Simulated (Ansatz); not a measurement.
Os under changes of volume

One of the cells (13.982 Å³/atom); the others are scaled copies at fixed shape and fractional positions:

```xyz
2
Lattice="2.7341 0.0000 0.0000 -1.3671 2.3678 0.0000 0.0000 0.0000 4.3197" Properties=species:S:1:pos:R:3 pbc="T T T"
Os    1.3671    0.7893    3.2398
Os    0.0000    1.5785    1.0799
```

| Quantity | Value |
| --- | --- |
| Program | Ansatz 0.2.0 |
| Functional | PBE |
| Potentials or basis | Ansatz PAW |
| Cutoff | 420 eV (not typed: the program's choice for these potentials) |
| k mesh | 11 × 11 × 6 |
| Occupations | fermi-dirac, width 0.05 eV |
| Spin | no spin polarisation |

```csv
volume (Å³/atom),energy over the lowest point (meV/atom),pressure (GPa)
13.143,131.26,40.2
13.423,?,?
13.703,31.15,18.1
13.982,7.90,8.8
14.262,0.00,0.5
14.542,5.80,-6.9
14.821,23.83,-13.5
```

What does the run at 13.423 Å³/atom give?

Energy over the lowest point 71.58 meV/atom; pressure 28.5 GPa.

Worked out: A Birch-Murnaghan fit of order 3 (a polynomial in V^(-2/3)) to the other rows has its minimum at 14.28 Å³/atom with B0 = V·E''(V) = 398 GPa and B' = 4.7 at fixed shape and positions, which overstates the stiffness. It gives 71.58 meV/atom at 13.423 Å³/atom, against the run's 71.58, and -dE/dV = 28.4 GPa, against 28.5.

Energies are extrapolated to zero smearing.
